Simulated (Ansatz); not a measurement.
Structure: MgO (started from an entry of an open crystallographic database), at its r2SCAN minimum. The symmetry is Fm-3m (No. 225, cubic); conventional cell a = 4.204 Å, 9.29 Å³ an atom. Mg has 6 O at 2.10 Å; O has 6 Mg at 2.10 Å.

4 runs of Ansatz 0.2.0 on this cell differ in the functional (and in the settings that go with it). Levels are in eV from each run's valence top; v1 is the last filled band, c1 the first empty one.

Run A, mean stress -1.7 GPa (compression positive):
```
point      v4     v3     v2     v1     c1     c2
    Γ  -19.26   0.00   0.00   0.00   7.92  19.30
    X  -17.60  -4.48  -1.51  -1.51  12.27  13.47
    U  -17.57  -3.83  -2.97  -1.28  13.41  15.44
```

Run B, mean stress -0.3 GPa (compression positive):
```
point      v4     v3     v2     v1     c1     c2
    Γ  -18.87   0.00   0.00   0.00   7.28  18.60
    X  -17.23  -4.41  -1.48  -1.48  11.64  12.77
    U  -17.20  -3.77  -2.92  -1.26  12.75  14.71
```

Run C, mean stress -5.2 GPa (compression positive):
```
point      v4     v3     v2     v1    c1     c2
    Γ  -17.03   0.00   0.00   0.00  4.71  15.58
    X  -15.40  -4.14  -1.37  -1.37  8.93   9.77
    U  -15.37  -3.55  -2.77  -1.16  9.92  11.57
```

Run D, mean stress -2.6 GPa (compression positive):
```
point      v4     v3     v2     v1     c1     c2
    Γ  -23.31   0.00   0.00   0.00  15.70  27.30
    X  -21.49  -5.06  -1.76  -1.76  19.84  21.51
    U  -21.46  -4.31  -3.32  -1.50  21.23  23.76
```

Problem. Match the runs to LDA, DDH-PBE0, PBE0, Hartree-Fock.

Solution. A is DDH-PBE0, B is PBE0, C is LDA, D is Hartree-Fock. In order of the gap: LDA 4.71, PBE0 7.28, DDH-PBE0 7.92, Hartree-Fock 15.70 eV.

Spin-unpolarised throughout; all numbers are computed.

The program warns that its thresholds are loose for a hybrid's stress.

The meshes of the hybrids are coarse, so their gaps aren't converged to the digits shown.
